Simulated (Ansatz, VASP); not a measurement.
## One calculation of Ta, two programs

Contents of INCAR:

```
PREC = Accurate ; ENCUT = 520
EDIFF = 1E-6 ; ISMEAR = 0
SIGMA = 0.15 ; LREAL = F
LASPH = T ; NELM = 100
ALGO = Fast ; ISIF = 2
LWAVE = F ; LCHARG = T
GGA = PE ; LELF = T
LVHAR = T ; NBANDS = 12
```

Contents of KPOINTS:

```
Automatic mesh
0
Gamma
  18 18 18
```

The input POSCAR:

```
Ta
1.0
   -1.4769403763      1.6594835689      1.5350223012
    1.4769403763     -1.6594835689      1.5350223012
    1.4769403763      1.6594835689     -1.5350223012
Ta
1
Direct
    0.0000000000      0.0000000000      0.0000000000
```

Input for Ansatz:

```yaml
crystal:
  lattice:
    - [-1.4769403763, 1.6594835689, 1.5350223012]
    - [1.4769403763, -1.6594835689, 1.5350223012]
    - [1.4769403763, 1.6594835689, -1.5350223012]
  atoms:
    - { symbol: Ta, position: [0.0, 0.0, 0.0] }
basis:
  ecutwfc: 420
kpoints:
  mp_grid: { grid: [18, 18, 18] }
hamiltonian:
  xc: pbe
  pseudopotentials: { kind: paw, azcp: { folder: soft_1 } }
scf:
  occupations: { method: gaussian, width: 0.15 }
output:
  forces: true
  stress: true
  eigenvalues: true
```

Change from the starting cell: normal strain along x -0.1100, normal strain along z -0.0750.

Alike in both runs: task single point; functional PBE; k mesh 18 × 18 × 18; occupations gaussian, width 0.15 eV; no spin polarisation.

```csv
,VASP,Ansatz
version,VASP 6.6.1,Ansatz 0.2.0
potentials or method,"VASP PAW PBE potentials, release 64 (Ta_pv)","scalar-relativistic, plane waves, PAW"
plane-wave cutoff (eV),520,420
valence electrons in the cell,11,13
```

|  | VASP | Ansatz | Ansatz less VASP |
| --- | --- | --- | --- |
| gap on the k mesh at the Fermi level (eV) | none | none | - |
| pressure (GPa) | 56.2 | 55.5 | -0.71 |
| largest component of the traceless stress (GPa) | 11.45 | 11.42 | -0.024 |

A gap of «none» marks a metal or a gap that the smearing closes. With one functional, cell and mesh, what is left measures potentials, basis and numerics. The two sets of potentials don't hold the same shells in valence.

Caveats: so large a pressure means that the cell lies far from this level's equilibrium, or that cutoff or potentials fall short (VASP). The runs have no spin-orbit coupling, so splittings on Ta are missing.
